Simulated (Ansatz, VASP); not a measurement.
# BaTiO3 in VASP and in Ansatz

```
Ba Ti O
1.0
     2.82737    1.63238    2.31839
    -2.82737    1.63238    2.31839
     0.00000   -3.26476    2.31839
Ba Ti O
1 1 3
Direct
  0.00000 0.00000 0.00000
  0.48450 0.48450 0.48450
  0.50860 0.50860 0.01750
  0.01750 0.50860 0.50860
  0.50860 0.01750 0.50860
```

Alike in both runs: task single point; functional PBEsol; dispersion D4; k mesh 6 × 6 × 6; no spin polarisation; Hubbard terms Ti d U = 5.0 eV.

|  | VASP | Ansatz |
| --- | --- | --- |
| version | VASP 6.6.1 | Ansatz 0.2.0 |
| potentials or method | VASP PAW PBE potentials, release 64 (Ba_sv, Ti_sv, O) | plane waves, PAW |
| plane-wave cutoff (eV) | 520 | 510 |
| occupations | gaussian, width 0.01 eV | fixed |
| valence electrons in the cell | 40 | 40 |

```tsv
	VASP	Ansatz	Ansatz less VASP
gap on the k mesh at the Fermi level (eV)	2.86	2.90	+0.041
dispersion energy (meV/atom)	-124.5	-124.7	-0.12
```

The programs project onto different local orbitals, so the same U acts differently.

Caveats: spin-orbit coupling is left out, which moves the levels of the heavy elements. A k mesh can miss the band edges.
